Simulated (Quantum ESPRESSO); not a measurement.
# Te2Pt (Moncheite) under changes of volume

One of the cells (24.143 Å³/atom); the others are scaled copies at fixed shape and fractional positions:

```xyz
3
Lattice="4.0100 0.0000 0.0000 -2.0050 3.4728 0.0000 0.0000 0.0000 5.2010" Properties=species:S:1:pos:R:3 pbc="T T T"
Pt    0.0000    0.0000    0.0000
Te    2.0050    1.1576    3.9007
Te    0.0000    2.3152    1.3002
```

* Program: Quantum ESPRESSO 7.5
* Functional: PBEsol
* Potentials or basis: GBRV 1.5 PBEsol
* Cutoff: 612 eV
* Density cutoff: 4898 eV
* k mesh: 8 × 8 × 5
* Occupations: fermi-dirac, width 0.05 eV
* Spin: no spin polarisation

| volume (Å³/atom) | energy over the lowest point (meV/atom) | pressure (GPa) |
| --- | --- | --- |
| 22.694 | ? | ? |
| 23.177 | 66.67 | 11.1 |
| 23.660 | 37.52 | 8.0 |
| 24.143 | 17.31 | 5.2 |
| 24.626 | 5.10 | 2.7 |
| 25.108 | 0.00 | 0.5 |
| 25.591 | 1.27 | -1.5 |

Problem. What does the run at 22.694 Å³/atom give?

Solution. Energy over the lowest point 105.86 meV/atom; pressure 14.7 GPa.

Worked out: A Birch-Murnaghan fit of order 3 (a polynomial in V^(-2/3)) to the other rows has its minimum at 25.25 Å³/atom with B0 = V·E''(V) = 107 GPa and B' = 4.9 at fixed shape and positions, which overstates the stiffness. It gives 105.85 meV/atom at 22.694 Å³/atom, against the run's 105.86, and -dE/dV = 14.8 GPa, against 14.7.

Energies are extrapolated to zero smearing.
